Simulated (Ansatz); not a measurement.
Crystal: BaTiO3.

```
CELL_PARAMETERS angstrom
-3.99980 0.00000 0.00000
0.00000 0.00000 -4.01800
0.00000 -7.99960 0.00000
ATOMIC_POSITIONS crystal
Ba 0.00144 0.02304 0.50759
Ba 0.99856 0.97696 0.99241
Ti 0.48033 0.56319 0.23580
Ti 0.51967 0.47281 0.76420
O 0.49380 0.96597 0.25815
O 0.50620 0.00203 0.74185
O 0.50761 0.49933 0.50744
O 0.49239 0.47067 0.99256
O 0.01522 0.48841 0.27113
O 0.98478 0.48159 0.72887
```

Base run:

| Property | Result |
| --- | --- |
| Program | Ansatz 0.2.0 |
| Functional | r2SCAN |
| Potentials or basis | Ansatz PAW |
| Cutoff | 500 eV (not typed: the program's choice for these potentials) |
| k mesh | 7 × 7 × 4 |
| Occupations | fermi-dirac, width 0.05 eV |
| Spin | no spin polarisation |

Its results: band gap on the k mesh 1.68 eV, indirect (least direct gap 1.84 eV); pressure 7.0 GPa; largest force 6.856 eV/Å.

Task: The run is repeated on the same cell with these changes: functional from r2SCAN to PBE; cutoff from 500 eV (not typed: the program's choice for these potentials) to 300 eV. What comes out?

Result: Band gap on the k mesh 1.37 eV, indirect (least direct gap 1.54 eV); pressure 9.6 GPa; largest force 6.702 eV/Å.

r2SCAN gives the wider gap, since meta-GGAs in the generalised Kohn-Sham scheme recover part of the derivative discontinuity.

Caveats: spin-orbit coupling is left out, which moves the levels of the heavy elements; forces of over 1 eV/Å show positions far from the minimum, so gaps and moduli don't describe the material at rest; the k mesh misses the band edges, so the gap on the mesh is wider than the one along the path (some runs); the PAW data sets come from PBE, with cores solved anew for the run's functional, which leaves a small shift of forces and pressure (some runs); odd divisions of the mesh miss points on the zone boundary, where band edges often lie, so the gap on the mesh can be too wide (some runs); the pressure holds a Pulay correction of +23.5 GPa for the finite cutoff (some runs); the cutoff lies under the one recommended for these potentials (some runs).
